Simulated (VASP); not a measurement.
Crystal: W.

```
CELL_PARAMETERS angstrom
0.00000 2.03000 2.03000
2.03000 0.00000 2.03000
2.03000 2.03000 0.00000
ATOMIC_POSITIONS crystal
W 0.00000 0.00000 0.00000
```

This isn't the form of W at room conditions, which is bcc.

| Quantity | Value |
| --- | --- |
| Program | VASP 6.6.1 |
| Task | relaxation of cell and atoms |
| Functional | PBEsol |
| Potentials or basis | VASP PAW PBE potentials, release 64 (W_sv) |
| Cutoff | 600 eV |
| k mesh | 11 × 11 × 11 |
| Occupations | fermi-dirac, width 0.05 eV |
| Spin | no spin polarisation |

At the start: pressure -12.3 GPa; volume 16.73 Å³/atom.

Problem. How do energy, volume and symmetry change on relaxing?

Solution. Over 7 steps the energy falls by 27.9 meV/atom and the volume is 16.03 Å³/atom (-4.2 %); space group Fm-3m (No. 225, to 0.05 Å).

Step by step:
| step | energy change (eV) | largest force (eV/Å) | pressure (GPa) | volume (Å³) |
| --- | --- | --- | --- | --- |
| 1 | 0.0000 | 0.0000 | -12.27 | 16.73 |
| 2 | 0.3522 | 0.0000 | 61.73 | 13.82 |
| 3 | -0.0277 | 0.0000 | -1.00 | 16.08 |
| 4 | -0.0279 | 0.0000 | -0.13 | 16.04 |
| 5 | -0.0279 | 0.0000 | 0.13 | 16.02 |
| 6 | -0.0279 | 0.0000 | -0.37 | 16.05 |
| 7 | -0.0279 | 0.0000 | 0.00 | 16.03 |

Final structure:
```cif
data_structure
_symmetry_space_group_name_H-M 'P 1'
_symmetry_Int_Tables_number 1
_cell_length_a 2.8302
_cell_length_b 2.8302
_cell_length_c 2.8302
_cell_angle_alpha 60.000
_cell_angle_beta 60.000
_cell_angle_gamma 60.000
_cell_volume 16.03
loop_
_atom_site_label
_atom_site_type_symbol
_atom_site_fract_x
_atom_site_fract_y
_atom_site_fract_z
_atom_site_occupancy
W1 W 0.00000 0.00000 0.00000 1
```

Caveat: the PAW data sets were made with another functional, which shifts forces and pressure a little.
